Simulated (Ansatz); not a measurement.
Runs of Ansatz 0.2.0 on AlN. The structure is hexagonal, space group P6_3mc (No. 186). Conventional cell: a = 3.113 Å, b = 3.113 Å, c = 4.981 Å, α = 90.00°, β = 90.00°, γ = 120.00°. Around Al (site symmetry 3m) lie 4 N at 1.89 Å. N (site symmetry 3m) has 4 Al at 1.89 Å as nearest neighbours. 

| task | level | cell | k mesh | cutoff (eV) | points for each segment of the path | mesh quality | gap on the mesh (eV) | pressure (GPa) | relaxed volume (Å³/atom) | largest force (eV/Å) |
| --- | --- | --- | --- | --- | --- | --- | --- | --- | --- | --- |
| relaxation of cell and atoms | RPBE+D4 | relaxed | 10 × 10 × 6 | 420 | - | not flagged | (c) | 0.0 | 10.27 | - |
| band structure | r2SCANh | as given | 5 × 5 × 3 | 500 | 4 | coarse | 5.60 | (a) | - | 0.13 |
| relaxation of cell and atoms | RPBE+D3(BJ) | relaxed | 10 × 10 × 6 | 420 | - | not flagged | 4.76 | 0.0 | (b) | - |
| band structure | PBEsol0 | as given | 5 × 5 × 3 | 420 | 4 | coarse | 6.26 | -4.1 | - | 0.13 |
| band structure | r2SCAN0 | as given | 5 × 5 × 3 | 500 | 4 | coarse | 6.73 | -4.2 | - | 0.13 |

Alike in all rows: potentials or basis Ansatz PAW; no spin polarisation; smearing fermi-dirac 0.05 eV.

Question: Fill in the values left out.

Answer: (a) -2.3; (b) 9.76; (c) 4.37.

Caveats: some runs use coarse meshes; the PAW data sets come from PBE, with cores solved anew for the run's functional, which leaves a small shift of forces and pressure; the thresholds are loose for stress (some runs); the plane-wave basis is chosen anew once the cell has moved, so the energies of steps on either side of that aren't comparable (some runs).

A k mesh can miss the band edges.
